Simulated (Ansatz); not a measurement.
**SiC: moving C off its site**

SiC, F-43m, a = 4.348 Å (as given, not relaxed at this level: 1.3 GPa). The compound has several low-lying forms, and this is one of them. Ansatz: r2SCAN, PAW, 500 eV, Γ-centred 12×12×12 mesh on 2 atoms, Gaussian smearing 0.05 eV; no spin polarisation.

```yaml
crystal:
  lattice:
    - [0.00000, 2.17400, 2.17400]
    - [2.17400, 0.00000, 2.17400]
    - [2.17400, 2.17400, 0.00000]
  atoms:
    - { symbol: Si, position: [0.00000, 0.00000, 0.00000] }
    - { symbol: C, position: [0.75000, 0.75000, 0.75000] }
```

Atom 2 (C) moves by x along the unit vector (0.000, 0.000, 1.000), with its periodic images; all else is held. y is the free energy of the cell over the start, F the force along the path summed over the moved atoms. Symmetry makes y even in x.

```
  x (Å) y (meV) F (eV/Å)
-0.3000        ?         ?
-0.1500    221.6      2.91
 0.0000      0.0      0.00
 0.0375     14.0     -0.75
 0.0750     56.0     -1.49
 0.1125    125.5     -2.21
 0.1875    343.5     -3.58
 0.2250    489.7     -4.21
 0.2625    658.8     -4.80
```

Q: Fit y = c2 x² + c4 x⁴ to the energies of the other rows, give the force constant, and predict energy and force of the missing row.

A: Least squares on the rows shown. y = 9989.2 x² − 6222.6 x⁴. The force constant is 2 c2 = 20.0 eV/Å² (for all images moving together, not for a lone atom). With two atoms in a cubic cell this is the optical mode at Γ without the LO field: ω = 521.5 √(2 c2/μ) = 804 cm⁻¹ for μ = 8.41 u. The force −dy/dx at the missing row is 5.32 eV/Å (computed 5.33). At x = -0.3000 the fit asked for gives 848.6 meV. The run gave 848.9 meV, so the fit is 0.3 meV too low, a small miss on the scale of the series.